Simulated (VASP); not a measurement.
# Mg in VASP: single point with HSE06

Aim: the single point of Mg with HSE06.

Program: VASP 6.6.1. These are calculated values, not measurements. Logs are shortened: lines on timing, memory, paths and dates and some standing lists are left out, and cuts for length are marked.

### Step 1. The structure

The cell holds a molecule in a box, 1 atom: a = 12.000 Å, b = 12.300 Å, c = 12.600 Å, α = 90.00°, β = 90.00°, γ = 90.00°.

### Step 2. Single point, HSE06

POSCAR

```
Mg
1.0
   12.0000000000      0.0000000000      0.0000000000
    0.0000000000     12.3000000000      0.0000000000
    0.0000000000      0.0000000000     12.6000000000
Mg
1
Direct
    0.5000000000      0.4878048780      0.4761904762
```

INCAR.step1

```
PREC = Accurate
ENCUT = 520
EDIFF = 1E-5
ISMEAR = 0
SIGMA = 0.01
LREAL = False
LASPH = True
NELM = 100
ALGO = Normal
ISIF = 2
LWAVE = True
LCHARG = False
GGA = PE
NBANDS = 7
```

INCAR.step2

```
PREC = Accurate
ENCUT = 520
EDIFF = 1E-7
ISMEAR = 0
SIGMA = 0.01
LREAL = False
LASPH = True
NELM = 100
ALGO = Normal
ISIF = 2
LWAVE = False
LCHARG = False
GGA = PE
LHFCALC = True
HFSCREEN = 0.2079
PRECFOCK = Normal
ISTART = 1
NBANDS = 7
```

KPOINTS

```
Automatic mesh
0
Gamma
  1 1 1
```

Potentials or basis: VASP PAW PBE potentials, release 64 (Mg).

Started as:

```bash
$ cat potpaw_PBE.64/Mg/POTCAR > POTCAR
$ cp INCAR.step1 INCAR
$ mpirun -np 1 vasp_gam > vasp.out
$ cp INCAR.step2 INCAR
$ mpirun -np 1 vasp_gam > vasp.out
```

OUTCAR:

```text
PREC = Accurate
   ENCUT = 520
   EDIFF = 1E-7
   ISMEAR = 0
   LREAL = False
   LASPH = True
   NELM = 100
   ISIF = 2
   GGA = PE
   LHFCALC = True
   HFSCREEN = 0.2079
   PRECFOCK = Normal
   ISTART = 1

 ion  position               nearest neighbor table
   1  0.500  0.488  0.476-

  LATTYP: Found a simple orthorhombic cell.
 ALAT       =    12.0000000000
 B/A-ratio  =     1.0250000000
 C/A-ratio  =     1.0500000000

  Lattice vectors:

 A1 = (  12.0000000000,   0.0000000000,   0.0000000000)
 A2 = (   0.0000000000,  12.3000000000,   0.0000000000)
 A3 = (   0.0000000000,   0.0000000000,  12.6000000000)

Analysis of symmetry for initial positions (statically):
=====================================================================
 Subroutine PRICEL returns:
 Original cell was already a primitive cell.

 Routine SETGRP: Setting up the symmetry group for a
 simple orthorhombic supercell.

 Subroutine GETGRP returns: Found  8 space group operations
 (whereof  2 operations were pure point group operations)
 out of a pool of  8 trial point group operations.

The static configuration has the point symmetry C_1h.
 The point group associated with its full space group is D_2h.

Analysis of symmetry for dynamics (positions and initial velocities):
=====================================================================
 Subroutine PRICEL returns:
 Original cell was already a primitive cell.

 Routine SETGRP: Setting up the symmetry group for a
 simple orthorhombic supercell.

 Subroutine GETGRP returns: Found  8 space group operations
 (whereof  2 operations were pure point group operations)
 out of a pool of  8 trial point group operations.

The dynamic configuration has the point symmetry C_1h.
 The point group associated with its full space group is D_2h.

 Subroutine INISYM returns: Found  8 space group operations
 (whereof  2 operations are pure point group operations),
 and found     1 'primitive' translations

----------------------------------------------------------------------------------------

                                     Primitive cell

  volume of cell :    1859.7600

[... 60 lines left out ...]
   ENCUT  =  520.0 eV  38.22 Ry    6.18 a.u.  22.31 22.87 23.43*2*pi/ulx,y,z
   NELM   =    100;   NELMIN=  2; NELMDL=  0     # of ELM steps
   EDIFF  = 0.1E-06   stopping-criterion for ELM
   LREAL  =      F    real-space projection
   EDIFFG = 0.1E-05   stopping-criterion for IOM
   NSW    =      0    number of steps for IOM
   IBRION =     -1    ionic relax: 0-MD 1-quasi-New 2-CG
   NFREE  =      0    steps in history (QN), initial steepest desc. (CG)
   ISIF   =      2    stress and relaxation
   ISYM   =      3    0-nonsym 1-usesym 2-fastsym
   POTIM  = 0.5000    time-step for ionic-motion
   TEBEG  =    0.0;   TEEND  =   0.0 temperature during run
   PSTRESS=    0.0 pullay stress
   NELECT =       2.0000    total number of electrons
   NUPDOWN=      -1.0000    fix difference up-down
   EMIN   =  10.00;   EMAX   =-10.00  energy-range for DOS
   EFERMI =   0.00;   METHOD = LEGACY
   ISMEAR =     0;   SIGMA  =   0.01  broadening in eV -4-tet -1-fermi 0-gaus
   EFERMI_NEDOS =   21; number of points for ismear=-14 and -15
   IALGO  =     38    algorithm
   IMIX   =      1    mixing-type and parameters
     AMIX     =   0.40;   BMIX     =  1.00
     AMIX_MAG =   1.60;   BMIX_MAG =  1.00
  volume/ion in A,a.u.               =    1859.76     12550.28
  Fermi-wavevector in a.u.,A,eV,Ry     =   0.167726  0.316955  0.382757  0.028132
  Thomas-Fermi vector in A             =   0.873280
   LORBIT       =      0    0 simple, 1 ext, 2 COOP (PROOUT), +10 PAW based schemes
   GGA     = PE    functional components
   LHFCALC =     T    Hartree Fock is set to
   PRECFOCK=normal    Normal, Fast or Accurate (Low or Medium for compatibility)
   ENCUT4O =  -1.0   cutoff for four orbital integrals eV
   NKREDX  =     1    reduce k-point grid by
   NKREDY  =     1    reduce k-point grid by
   NKREDZ  =     1    reduce k-point grid by
   AEXX    =    0.2500 exact exchange contribution
   HFSCREEN=    0.2079 screening length (either q_TF or 0.3 A-1)
   HFSCREENC=   0.2079 screening length for correlation (either q_TF or 0.3 A-1)
   ENCUTFOCK=  -1.0 apply spherical cutoff to Coloumb kernel
   IVDW    =     0    specifies the selected vdW correction
   LEPSILON=     F    determine dielectric tensor
   LRPA    =     F    only Hartree local field effects (RPA)
 non-spin polarized calculation
 Gauss-broadening in eV      SIGMA  =   0.01
  energy-cutoff  :      520.00
  volume of cell :     1859.76
 maximum number of plane-waves:     25042
 NGX is ok and might be reduce to    90
  NGX = 70; NGY = 70; NGZ = 72

 number of electron       2.0000000 magnetization

 Free energy of the ion-electron system (eV)
  ---------------------------------------------------
  ext. energy  EPLUGINS =         0.00000000
  ---------------------------------------------------
  free energy    TOTEN  =        -0.01545793 eV

  energy without entropy =       -0.01545793  energy(sigma->0) =       -0.01545793

 E-fermi :  -4.9098     XC(G=0):  -0.5835

 val. band max:       -4.9608770726   @ k =   0.0000   0.0000   0.0000
 cond. band min:      -1.0240169890   @ k =   0.0000   0.0000   0.0000
 fundamental gap:      3.9368600836
 Fermi energy:        -4.9098286226

 k-point     1 :       0.0000    0.0000    0.0000
  band No.  band energies     occupation
      1      -4.9609      2.00000
      2      -1.0240      0.00000
      3      -1.0203      0.00000
      4      -1.0159      0.00000
      5      -0.1850      0.00000
      6       0.6098      0.00000
      7       0.6335      0.00000

------------------------ aborting loop because EDIFF is reached ----------------------------------------

  FORCE on cell =-STRESS in cart. coord.  units (eV):
  Direction    XX          YY          ZZ          XY          YZ          ZX
  --------------------------------------------------------------------------------------
  -------------------------------------------------------------------------------------
  Total       -0.0116264     -0.0096225     -0.0080659      0.0000000      0.0000000      0.0000000
  in kB       -0.0100161     -0.0082898     -0.0069487      0.0000000      0.0000000      0.0000000
  external PRESSURE =      -0.0084182 kB  Pullay stress =       0.0000000 kB

 VOLUME and BASIS-vectors are now :
 -----------------------------------------------------------------------------
  energy-cutoff  :      520.00
  volume of cell :     1859.76
      direct lattice vectors                 reciprocal lattice vectors
    12.000000000  0.000000000  0.000000000     0.083333333  0.000000000  0.000000000
     0.000000000 12.300000000  0.000000000     0.000000000  0.081300813  0.000000000
     0.000000000  0.000000000 12.600000000     0.000000000  0.000000000  0.079365079

 POSITION                                       TOTAL-FORCE (eV/Angst)
 -----------------------------------------------------------------------------------
      6.00000      6.00000      6.00000         0.000000      0.000000      0.000000
 -----------------------------------------------------------------------------------
    total drift:                               -0.000002      0.000000     -0.000018

  FREE ENERGIE OF THE ION-ELECTRON SYSTEM (eV)
  ---------------------------------------------------
  free  energy   TOTEN  =        -0.0154579250 eV

  energy  without entropy=       -0.0154579250  energy(sigma->0) =       -0.01545793
```

Wall time 2.2 min (1 thread of AMD EPYC 7R43 (Zen 3), shared host); peak memory 1.3 GiB.

Results:

```yaml
Free_energy: -0.0155 eV
Gap_between_the_frontier_levels: 3.94 eV
```

Caveat: the PAW data sets were made with another functional, which shifts forces and pressure a little.
